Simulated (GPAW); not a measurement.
The system is WS2.

```
W S
1.0
     1.57900    0.91164    6.16333
    -1.57900    0.91164    6.16333
     0.00000   -1.82327    6.16333
W S
1 2
Direct
  0.00000 0.00000 0.00000
  0.58100 0.58100 0.58100
  0.75030 0.75030 0.75030
```

Measurements of this composition are mostly on another form, of space group No. 194.

Program: GPAW 26.7.0. Alike in all runs: no spin polarisation; cell as given; cutoff (eV) 600.

Problem. Order these runs on this cell by their pressure, lowest first.
A. level r2SCAN; potentials or basis GPAW PAW data sets (gpaw-data 1.2.1), pw; k mesh 7 × 7 × 7; smearing fermi-dirac 0.05 eV; ranks 4; band path GLB1,BZGX,QFP1Z,LP; band points 60
B. level PBEsol; potentials or basis PAW data sets generated in the run's folder for this functional, pw; k mesh 10 × 10 × 10; smearing fermi-dirac 0.05 eV
C. level LDA; potentials or basis the program's PAW data sets (release 1.2.1) made for this functional, pw; k mesh 10 × 10 × 10; smearing gaussian 0.1 eV

Solution. C (-4.1 GPa), B (-0.7 GPa), A (2.6 GPa).

Caveats: the PAW data sets were made with another functional, which shifts forces and pressure a little (some runs).

Not every run made on this cell is shown here.
